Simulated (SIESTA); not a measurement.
Input of a SIESTA 5.4.2 run:

Contents of Pb.fdf:

```
SystemName                      Pb
SystemLabel                     Pb
NumberOfSpecies                 1
NumberOfAtoms                   2
%block ChemicalSpeciesLabel
  1  82 Pb
%endblock ChemicalSpeciesLabel

LatticeConstant                 1.0 Ang
%block LatticeVectors
     3.0386068135    -1.7503199600     0.0000000000
     3.0386068135     1.7503199600     0.0000000000
    -2.1154626375     0.0000000000     6.3390338621
%endblock LatticeVectors
AtomicCoordinatesFormat         Fractional
%block AtomicCoordinatesAndAtomicSpecies
     0.9085084100     0.9085084100     0.7262922000  1  Pb
     0.0914915900     0.0914915900     0.2737078000  1  Pb
%endblock AtomicCoordinatesAndAtomicSpecies

%block kgrid.MonkhorstPack
    9   0   0  0.0
    0   9   0  0.0
    0   0   5  0.0
%endblock kgrid.MonkhorstPack
XC.Functional                   GGA
XC.Authors                      PBEsol
PAO.BasisSize                   DZP
PAO.EnergyShift                 0.003 Ry
Mesh.Cutoff                     500 Ry
OccupationFunction              FD
ElectronicTemperature           0.05 eV
MaxSCFIterations                120
SCF.MustConverge                false
SCF.Mixer.Method                Pulay
SCF.Mixer.Weight                0.25
SCF.Mixer.History               8
SCF.DM.Tolerance                5.0e-05
SCF.H.Tolerance                 1.0e-03 eV
WriteForces                     true
Charge.Mulliken                 end
BandLinesScale                  ReciprocalLatticeVectors
%block BandLines
    1    0.000000   0.000000   0.000000  \Gamma
   11   -0.500000  -0.500000   0.000000  Y
    2   -0.524300  -0.524300   0.168820  F
    3   -0.500000  -0.500000   0.500000  L
    6   -0.684349  -0.315651   0.500000  I
    1   -0.315651   0.315651   0.500000  I1
   11    0.000000   0.000000   0.500000  Z
   10   -0.475700  -0.475700   0.831180  F1
    1   -0.500000  -0.500000   0.000000  Y
    6   -0.657810  -0.342190   0.000000  X1
    1   -0.342190   0.342190   0.000000  X
   12    0.000000   0.000000   0.000000  \Gamma
   10   -0.500000   0.000000   0.000000  N
    1   -0.500000   0.000000   0.500000  M
   11    0.000000   0.000000   0.000000  \Gamma
%endblock BandLines
%block PAO.Basis
  Pb 4
  n=6 0 2
    6.155 0.000
  n=6 1 2
    8.826 0.000
  n=5 2 2
    4.164 0.000
  n=6 2 1
    8.826
%endblock PAO.Basis
```

Potentials or basis: PseudoDojo 0.4 standard (PBEsol files), DZP (energy shift 0.003 Ry; two zetas on semicore shells).

Command:

```sh
$ siesta < Pb.fdf > Pb.out 2>&1
```

Estimate the largest force.

0.086 eV/Å.

What does it give for the pressure?

-2.6 GPa.

Estimate the band gap on the k mesh.

none (metal or under the smearing width).

Forces in eV/Å, atoms in the order of the input:
```
Pb   0.019  0.000 -0.084
Pb  -0.019  0.000  0.084
```

Caveat: spin-orbit coupling is left out, which moves the levels of the heavy elements; the basis of atomic orbitals isn't converged, which shifts pressures, moduli and gaps.
